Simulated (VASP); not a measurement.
TiO2:

```
Ti O
1.0
    -1.89210    1.89210    4.75730
     1.89210   -1.89210    4.75730
     1.89210    1.89210   -4.75730
Ti O
2 4
Direct
  0.00000 0.00000 0.00000
  0.75000 0.25000 0.50000
  0.20810 0.20810 0.00000
  0.95810 0.45810 0.50000
  0.54190 0.04190 0.50000
  0.79190 0.79190 0.00000
```

* Program: VASP 6.6.1
* Task: relaxation of cell and atoms
* Functional: RPBE
* Potentials or basis: VASP PAW PBE potentials, release 64 (Ti_sv, O)
* Cutoff: 600 eV
* k mesh: 10 × 10 × 10
* Occupations: gaussian, width 0.03 eV
* Spin: no spin polarisation

At the start: pressure 10.1 GPa; volume 11.35 Å³/atom.

Q: Where does the relaxation end?

A: Over 13 steps the energy falls by 17.9 meV/atom and the volume is 11.97 Å³/atom (+5.4 %); space group I4_1/amd (No. 141, to 0.05 Å).

Step by step:
| step | energy change (eV) | largest force (eV/Å) | pressure (GPa) | volume (Å³) |
| --- | --- | --- | --- | --- |
| 1 | 0.0000 | 0.1891 | 10.14 | 68.13 |
| 2 | 0.0372 | 0.4893 | -9.62 | 75.46 |
| 3 | -0.0991 | 0.1588 | 0.03 | 71.37 |
| 4 | -0.0991 | 0.1524 | 0.20 | 71.30 |
| 5 | -0.1021 | 0.0698 | 0.14 | 71.46 |
| 6 | -0.1027 | 0.0018 | 0.06 | 71.58 |
| 7 | -0.1049 | 0.0022 | -0.19 | 71.75 |
| 8 | -0.1066 | 0.0007 | -0.70 | 72.07 |
| 9 | -0.1063 | 0.0277 | 0.90 | 71.52 |
| 10 | -0.1074 | 0.0125 | 0.07 | 71.81 |
| 11 | -0.1074 | 0.0118 | 0.00 | 71.82 |
| 12 | -0.1074 | 0.0124 | 0.02 | 71.82 |
| 13 | -0.1074 | 0.0049 | -0.04 | 71.83 |

Final structure:
```xyz
6
Lattice="-1.9125 1.9125 4.9095 1.9125 -1.9125 4.9095 1.9125 1.9125 -4.9095" Properties=species:S:1:pos:R:3 pbc="T T T"
Ti    1.9125    1.9125   -4.9095
Ti    0.0000    1.9125    2.4548
O     0.0000    0.0000    2.0196
O     0.0000    1.9125    4.4744
O     0.0000    1.9125    0.4351
O     0.0000    0.0000    7.7994
```

Caveat: the PAW data sets were made with another functional, which shifts forces and pressure a little.
